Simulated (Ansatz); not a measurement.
# KCl: one crystal by all-electron and frozen-core methods

Aim: solve KCl at one geometry with full-potential LAPW, frozen-core PAW and datasets made for this crystal, and see where they agree.

Computed with Ansatz 0.2.0 (DFT PBE, scalar-relativistic, unless a step's input says otherwise).

### 1 Starting point

Symmetry: Pm-3m, No. 221, cubic system. The conventional cell has a = 3.634 Å, b = 3.634 Å, c = 3.634 Å, α = 90.00°, β = 90.00°, γ = 90.00°. K (site symmetry m-3m) is surrounded by 8 Cl at 3.15 Å. Cl (site symmetry m-3m) has 8 K at 3.15 Å as nearest neighbours.

Structure file:

```cif
data_structure
_symmetry_space_group_name_H-M 'Pm-3m'
_symmetry_Int_Tables_number 221
_cell_length_a 3.6340
_cell_length_b 3.6340
_cell_length_c 3.6340
_cell_angle_alpha 90.000
_cell_angle_beta 90.000
_cell_angle_gamma 90.000
_cell_volume 47.99
loop_
_atom_site_label
_atom_site_type_symbol
_atom_site_symmetry_multiplicity
_atom_site_Wyckoff_symbol
_atom_site_fract_x
_atom_site_fract_y
_atom_site_fract_z
_atom_site_occupancy
K1 K 1 a 0.00000 0.00000 0.00000 1
Cl1 Cl 1 b 0.50000 0.50000 0.50000 1
```

The file gives the conventional cell by its symmetry; the runs use the cell typed in the input.

Structure: COD 1000050, as refined from experiment and not relaxed.

Atoms are numbered in the order of the input: K1, Cl2.

### 2 Full-potential LAPW

Contents of input.yaml:

```yaml
crystal:
  lattice:
    - [3.634, 0.0, 0.0]
    - [0.0, 3.634, 0.0]
    - [0.0, 0.0, 3.634]
  atoms:
    - { symbol: K, position: [0.0, 0.0, 0.0] }
    - { symbol: Cl, position: [0.5, 0.5, 0.5] }
kpoints:
  mp_grid: { grid: [7, 7, 7] }
  band_path:
    path:
      - [0.0, 0.0, 0.0]
      - [0.0, 0.5, 0.0]
      - [0.5, 0.5, 0.0]
      - [0.0, 0.0, 0.0]
      - [0.5, 0.5, 0.5]
      - [0.0, 0.5, 0.0]
      - [0.5, 0.5, 0.5]
      - [0.5, 0.5, 0.0]
    npoints: 8
scf:
  occupations: { method: fermi_dirac, width: 0.01 }
hamiltonian:
  xc: pbe
  pseudopotentials: { kind: all_electron, lapw: { basis_error: 0.001 } }
output:
  forces: true
  stress: true
  eigenvalues: true
  populations: true
  dos: { projected: true, de: 0.2, e_range: [-14, 8] }
```

Output, cut to the lines that bear on the results:

```text
K: projections on atomic orbitals take those of the free atom 1s2 2s2 2p6 3s2 3p6 4s1, of charge +0.00 (hamiltonian.pseudopotentials.projection_atoms)
Cl: projections on atomic orbitals take those of the free atom 1s2 2s2 2p6 3s2 3p5, of charge +0.00 (hamiltonian.pseudopotentials.projection_atoms)
LAPW: plane waves up to 6.049 Å⁻¹, error target 1.0e-3 eV per atom; small_component_spin mean_spin; Cl in spheres of 1.554 Å, 15 of its electrons in bands, Dirac shells []; K in spheres of 1.593 Å, 9 of its electrons in bands, Dirac shells []
[...]
Pseudopotentials: kind: all_electron
Pseudopotential: K, LAPW, valence charge 9, Koelling and Harmon's equation, gaussian nucleus
Pseudopotential: Cl, LAPW, valence charge 15, Koelling and Harmon's equation, gaussian nucleus
Functional definition: PBE
[...]
Crystal: 2 atoms, lattice volume = 47.990 Å³
Basis set: ecut = 139.426406899624 eV, 179 PW (Γ), exchange–correlation at level 2
Bands: 16, of which v1, the nominal top of the filled ones, is band 12 counted from 1 (11 counted from 0)
Symmetry: 48 space group operations
Space group: Pm-3m (ITA 221), of the structure as read, at distance tolerance 3.6e-5 Å
k-points: 20 of 343
[...]
SCF iter   1: F=—  HF=-28946.610275 eV  |F-HF|=—  |Δ(HF+E_count)|=         —  Δρ=1.87e-2  dr2=3.76e-1  ethr=1.57e-3  ⟨swp⟩=2.3  Hψ=2171  notcnv=0
[...]
the basis was enlarged: its passes take 98.3 KiB over the memory plan, 1 of 1 planned eigensolver slots
[...]
SCF iter   6: F=-28946.337372 eV  HF=-28946.337372 eV  |F-HF|=1.45e-8  |Δ(HF+E_count)|=   1.89e-6  Δρ=1.72e-6  dr2=1.14e-9  ethr=2.28e-9  ⟨swp⟩=3.0  Hψ=1103  notcnv=0
[...]
NSCF: frozen V_eff on 57 k-points
SCF converged after 6 iterations
Free energy (F): -28946.337372 eV
[...]
E sigma→0 (E₀):  -28946.337372 eV
Fermi energy:    6.926040 eV
[...]
--- Forces (eV/Å), atoms counted from 1 ---
  atom   1  K     -0.00000000    -0.00000000     0.00000000
  atom   2  Cl    -0.00000000     0.00000000    -0.00000000
[...]
--- Stress (GPa, compression-positive) ---
        4.464529      -0.000000       0.000000
       -0.000000       4.464529       0.000000
        0.000000       0.000000       4.464529
  P = ⅓ Tr σ = 4.4645 GPa (44.645 kbar)
--- Band table (eV; the first three rows and the last of 20) ---
  k-point 0: bands = ["-239.4046", "-178.3122", "-178.3122", "-178.3122", "-23.6742", "-8.7773", "-7.0201", "-7.0201", "-7.0201", "3.9069", "3.9069", "3.9069", "9.7201", "10.4979", "10.4979", "15.1038"]
[...]
--- Löwdin populations: 2 sites ---
  site symbol       q [e]
     0      K     18.2423
     1     Cl     17.6926
  spilling = 0.001809 (of n_electrons = 36.000000)
```

Wall time 4.8 s (1 thread, shared host).

Result: pressure 4.46 GPa; gap 5.58 eV, indirect from M to Γ.

At the corners of the path (eV, zero at the valence-band top):

```csv
point,band 9,band 10,band 11,band 12,band 13,band 14,band 15
Γ,-11.16,-0.23,-0.23,-0.23,5.58,6.36,6.36
X,-10.95,-2.23,-0.30,-0.30,7.98,8.55,9.19
M,-11.06,-1.45,-1.45,0.00,6.26,7.47,9.01
Γ,-11.16,-0.23,-0.23,-0.23,5.58,6.36,6.36
R,-11.42,-1.75,-1.75,-1.75,9.30,9.30,9.30
X,-10.95,-2.23,-0.30,-0.30,7.98,8.55,9.19
R,-11.42,-1.75,-1.75,-1.75,9.30,9.30,9.30
M,-11.06,-1.45,-1.45,0.00,6.26,7.47,9.01
```

States per cell, counted by energy window (eV from the valence-band top, on a grid of 0.20 eV):

```csv
from,to,total,Cl 3p,K 4s
-10,-9,0.00,0.00,0.00
-9,-8,0.00,0.00,0.00
-8,-7,0.00,0.00,0.00
-7,-6,0.00,0.00,0.00
-6,-5,0.00,0.00,0.00
-5,-4,0.00,0.00,0.00
-4,-3,0.00,0.00,0.00
-3,-2,0.13,0.11,0.02
-2,-1,3.17,2.98,0.10
-1,0,2.70,2.64,0.01
0,1,0.00,0.00,0.00
1,2,0.00,0.00,0.00
2,3,0.00,0.00,0.00
3,4,0.00,0.00,0.00
4,5,0.00,0.00,0.00
5,6,0.01,0.00,0.01
6,7,0.48,0.01,0.20
7,8,2.47,0.06,0.67
8,9,2.64,0.04,0.29
```

### 3 Frozen-core PAW

Edit input.yaml of step 2 so:

```diff
@@ -25,3 +25,3 @@
   xc: pbe
-  pseudopotentials: { kind: all_electron, lapw: { basis_error: 0.001 } }
+  pseudopotentials: { kind: paw }
 output:
@@ -30,3 +30,5 @@
   eigenvalues: true
+  efg: { contact_densities: true }
   populations: true
+  bader: true
   dos: { projected: true, de: 0.2, e_range: [-14, 8] }
```

Output, cut to the lines that bear on the results:

```text
[...]
Pseudopotentials: kind: paw
Pseudopotential: K, paw, valence charge 9, recommended cutoff 420 eV (normal)
Pseudopotential: Cl, paw, valence charge 7, recommended cutoff 420 eV (normal)
Functional definition: PBE
[...]
Crystal: 2 atoms, lattice volume = 47.990 Å³
Basis set: ecut = 420 eV, 925 PW (Γ), exchange–correlation on 50×50×50 points (8 copies of the dense FFT grid, shifted against one another)
Bands: 12, of which v1, the nominal top of the filled ones, is band 8 counted from 1 (7 counted from 0)
Symmetry: 48 space group operations
Space group: Pm-3m (ITA 221), of the structure as read, at distance tolerance 3.6e-5 Å
k-points: 20 of 343
[...]
SCF iter   1: F=—  HF=-2620.969912 eV  |F-HF|=—  |Δ(HF+E_count)|=         —  Δρ=2.93e-4  dr2=6.36e-5  ethr=1.77e-3  ⟨swp⟩=6.0  Hψ=1557  notcnv=0
[...]
  P = ⅓ Tr σ = 4.4626 GPa (44.626 kbar)
--- PAW observables at the nuclei: V_zz in 10²¹ V/m², potentials from the cell's mean, atoms counted from 1 ---
  atom   1  K  V_zz =    +0.000000   η = 0.0000   by run symmetry: forbidden
            electrostatic potential = -2064.791124 V   contact ρ = 34767.289124 e/Å³
  atom   2  Cl V_zz =    -0.000000   η = 0.0000   by run symmetry: forbidden
            electrostatic potential = -1775.324316 V   contact ρ = 24093.208864 e/Å³
--- Band table (eV; the first three rows and the last of 20) ---
  k-point 0: bands = ["-24.2446", "-9.3473", "-7.5906", "-7.5906", "-7.5906", "3.3363", "3.3363", "3.3363", "9.1502", "9.9270", "9.9270", "14.5327"]
[...]
--- Löwdin populations: 2 sites ---
  site symbol       q [e]
     0      K      8.2342
     1     Cl      7.6979
  spilling = 0.004242 (of n_electrons = 16.000000)
--- Bader charges: 2 sites ---
  site symbol  charge [e]  shift [e]
     0      K      0.8200     0.0000
     1     Cl     -0.8200     0.0000
  estimated error of the sums over rays = 1.2e-4 e
```

It took 8.3 s on 1 thread, shared host.

Read from it: pressure 4.46 GPa; gap 5.58 eV, indirect from M to Γ.

| atom | Bader charge (e) | basin volume (Å³) |
| --- | --- | --- |
| K1 | +0.82 | 18.85 |
| Cl2 | -0.82 | 29.14 |

### 4 Datasets made for this crystal

Edit input.yaml of step 3 so:

```diff
@@ -25,3 +25,3 @@
   xc: pbe
-  pseudopotentials: { kind: paw }
+  pseudopotentials: { kind: all_electron, datasets: crystal }
 output:
@@ -31,4 +31 @@
   efg: { contact_densities: true }
-  populations: true
-  bader: true
-  dos: { projected: true, de: 0.2, e_range: [-14, 8] }
```

Output, cut to the lines that bear on the results:

```text
[...]
Pseudopotentials: kind: all_electron
Pseudopotential: K, paw, valence charge 9, recommended cutoff 260 eV (normal), Koelling and Harmon's equation, gaussian nucleus
Pseudopotential: Cl, paw, valence charge 7, recommended cutoff 260 eV (normal), Koelling and Harmon's equation, gaussian nucleus
Functional definition: PBE
[...]
Crystal: 2 atoms, lattice volume = 47.990 Å³
Basis set: ecut = 260 eV, 461 PW (Γ), exchange–correlation on 40×40×40 points (8 copies of the dense FFT grid, shifted against one another)
Bands: 12, of which v1, the nominal top of the filled ones, is band 8 counted from 1 (7 counted from 0)
Symmetry: 48 space group operations
Space group: Pm-3m (ITA 221), of the structure as read, at distance tolerance 3.6e-5 Å
k-points: 20 of 343
[...]
--- Forces (eV/Å), atoms counted from 1 ---
  atom   1  K     -0.00000000     0.00000000     0.00000000
  atom   2  Cl     0.00000000    -0.00000000     0.00000000
[...]
--- Stress (GPa, compression-positive) ---
        4.463748      -0.000000       0.000000
        0.000000       4.463748       0.000000
        0.000000      -0.000000       4.463748
  P = ⅓ Tr σ = 4.4637 GPa (44.637 kbar)
--- PAW observables at the nuclei: V_zz in 10²¹ V/m², potentials from the cell's mean, atoms counted from 1 ---
  atom   1  K  V_zz =    -0.000000   η = 0.0000   by run symmetry: forbidden
            electrostatic potential = -2064.761185 V   contact ρ = 34807.661190 e/Å³
  atom   2  Cl V_zz =    -0.000000   η = 0.0000   by run symmetry: forbidden
            electrostatic potential = -1775.218974 V   contact ρ = 24118.047599 e/Å³
--- Band table (eV; the first three rows and the last of 20) ---
  k-point 0: bands = ["-23.6744", "-8.7773", "-7.0203", "-7.0203", "-7.0203", "3.9069", "3.9069", "3.9069", "9.7203", "10.4979"]
[...]
```

Wall time 6.2 s (1 thread, shared host).

Read from it: pressure 4.46 GPa; gap 5.58 eV, indirect from M to Γ.

```
atom  contact density (e/Å³)
  K1                34807.66
 Cl2                24118.05
```

### 5 Comparison

Highest filled and lowest empty level at the labelled points (eV from each run's valence-band top):

| point | LAPW top | LAPW bottom | PAW top | PAW bottom | crystal datasets top | crystal datasets bottom |
| --- | --- | --- | --- | --- | --- | --- |
| Γ | -0.23 | 5.58 | -0.23 | 5.58 | -0.23 | 5.58 |
| X | -0.30 | 7.98 | -0.30 | 7.98 | -0.30 | 7.98 |
| M | 0.00 | 6.26 | 0.00 | 6.26 | 0.00 | 6.26 |
| Γ | -0.23 | 5.58 | -0.23 | 5.58 | -0.23 | 5.58 |
| R | -1.75 | 9.30 | -1.75 | 9.30 | -1.75 | 9.30 |
| X | -0.30 | 7.98 | -0.30 | 7.98 | -0.30 | 7.98 |
| R | -1.75 | 9.30 | -1.75 | 9.30 | -1.75 | 9.30 |
| M | 0.00 | 6.26 | 0.00 | 6.26 | 0.00 | 6.26 |

| method | pressure (GPa) | gap (eV) | SCF cycles, all passes |
| --- | --- | --- | --- |
| LAPW | 4.46 | 5.58 | 6 |
| PAW | 4.46 | 5.58 | 6 |
| crystal datasets | 4.46 | 5.58 | 8 |

### 6 Results

```
           quantity                                           value
           pressure  LAPW 4.46, PAW 4.46, crystal datasets 4.46 GPa
         gap (LAPW)                   5.58 eV, indirect from M to Γ
Bader charges (PAW)                           K1 +0.82, Cl2 -0.82 e
```

At this geometry the cell is under compression of 4.5 GPa, so it would expand if let go. The gap is 5.58 eV, indirect from M to Γ. It is the Kohn-Sham gap of a semilocal functional, which mostly lies below the gap found in experiment. Cl 3p states make 99 % of the projected weight in the top eV of the valence band. The projection holds only the free atom's occupied shells (K 4s, Cl 3p in this range). PAW lies less than 0.01 GPa from LAPW in pressure and less than 0.01 eV in the gap.
